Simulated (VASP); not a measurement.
```xyz
5
Lattice="4.1358 0.0000 0.0000 0.0000 4.1358 0.0000 0.0000 0.0000 4.1358" Properties=species:S:1:pos:R:3 pbc="T T T"
Ba     0.0000     0.0000     0.0000
Sn     2.0679     2.0679     2.0679
O      2.0679     0.0000     2.0679
O      0.0000     2.0679     2.0679
O      2.0679     2.0679     0.0000
```

Level of theory: PBEsol GGA, VASP's PBE PAW potentials (set 64) (plane waves; VASP). Settings: 520 eV cut-off, 6×6×6 Γ-centred mesh, tetrahedra with Blöchl corrections, potentials Ba_sv Sn_d O.

The cores are frozen, which limits the accuracy of field gradients.

Problem. Give the principal components of the electric field gradient (V/Å²) and the asymmetry η at each nucleus.

Solution. 
| atom | Vxx | Vyy | Vzz | η |
|---|---|---|---|---|
| Ba1 | 0.0 | 0.0 | 0.0 | - |
| Sn2 | 0.0 | 0.0 | 0.0 | - |
| O3 | -53.3 | -53.3 | 106.7 | 0.00 |
| O4 | -53.3 | -53.3 | 106.7 | 0.00 |
| O5 | -53.3 | -53.3 | 106.7 | 0.00 |

The compound is BaSnO3 in the cubic perovskite structure. It was relaxed first.
